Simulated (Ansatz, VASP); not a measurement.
# TaN: VASP beside Ansatz

```
CELL_PARAMETERS angstrom
3.04800 0.00000 0.00000
-1.52400 2.63965 0.00000
0.00000 0.00000 4.91800
ATOMIC_POSITIONS crystal
Ta 0.00000 0.00000 0.00000
Ta 0.00000 0.00000 0.50000
N 0.33333 0.66667 0.25000
N 0.66667 0.33333 0.75000
```

Alike in both runs: task single point; functional LDA; k mesh 7 × 7 × 4; occupations gaussian, width 0.05 eV; collinear spin; Hubbard terms Ta d U = 1.0 eV.

```csv
,VASP,Ansatz
version,VASP 6.6.1,Ansatz 0.2.0
potentials or method,"VASP PAW LDA potentials, release 64 (Ta_pv, N)","scalar-relativistic, plane waves, PAW"
plane-wave cutoff (eV),520,420
valence electrons in the cell,32,36
```

|  | VASP | Ansatz | Ansatz less VASP |
| --- | --- | --- | --- |
| gap on the k mesh at the Fermi level (eV) | none | none | - |
| net moment per atom (μB) | 0.00 | 0.00 | 0.000 |

The programs project onto different local orbitals, so the same U acts differently. A gap of «none» marks a metal or a gap that the smearing closes. The two sets of potentials don't hold the same shells in valence. Ansatz warned: «filled_band_counts_differ_across_k_points».

 The state reached can hang on the start; a lower one may exist. The runs have no spin-orbit coupling, so splittings on Ta are missing.
